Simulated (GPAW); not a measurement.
## Sn: band structure with RPBE

Crystal: Sn.

```
Sn
1.0
    -2.94014    2.94014    1.59930
     2.94014   -2.94014    1.59930
     2.94014    2.94014   -1.59930
Sn
2
Direct
  0.00000 0.00000 0.00000
  0.75000 0.25000 0.50000
```

```yaml
Program: GPAW 26.7.0
Task: band structure
Functional: RPBE
Potentials_or_basis: the program's PAW data sets (release 1.2.1) made for this functional
Cutoff: 600 eV
Basis: pw
k_mesh: 9 × 9 × 9
Occupations: fermi-dirac, width 0.05 eV
Spin: no spin polarisation
Maxiter: 150
Band_path: GXMGZPNZ1M,XP
Band_points: 80
```

```json
{
 "Pressure": "2.6 GPa",
 "Band gap along the path": "none (metal or under the smearing width)"
}
```

Stress tensor (GPa, compression positive):
```
2.74 0.00 0.00
0.00 2.74 0.00
0.00 0.00 2.29
```

Levels at the corners of the path, in eV from the Fermi level:
```
point  band 11  band 12  band 13  band 14  band 15  band 16  band 17  band 18
    Γ   -10.98    -3.64    -1.96    -1.96     2.95     6.13     6.13     6.75
    X    -8.78    -8.78     0.57     0.57     1.54     1.54     5.97     5.97
    M    -7.47    -7.47    -4.73    -4.73     4.99     4.99     9.22     9.22
    Γ   -10.98    -3.64    -1.96    -1.96     2.95     6.13     6.13     6.75
    Z    -6.42    -5.52    -3.01    -2.87    -2.87     3.00     5.48     5.48
    P    -5.91    -5.91    -3.48    -3.48     3.51     3.51     3.89     3.89
    N    -6.84    -5.33    -2.31    -1.69    -1.13     2.23     2.81     4.59
   Z1    -6.42    -5.52    -3.01    -2.87    -2.87     3.00     5.48     5.48
    M    -7.47    -7.47    -4.73    -4.73     4.99     4.99     9.22     9.22
    X    -8.78    -8.78     0.57     0.57     1.54     1.54     5.97     5.97
    P    -5.91    -5.91    -3.48    -3.48     3.51     3.51     3.89     3.89
```

Run time: 100 s on 1 thread of Arm Neoverse V2 (shared host), peak memory 0.36 GiB.

Caveat: spin-orbit coupling is left out, which moves the levels of the heavy elements.
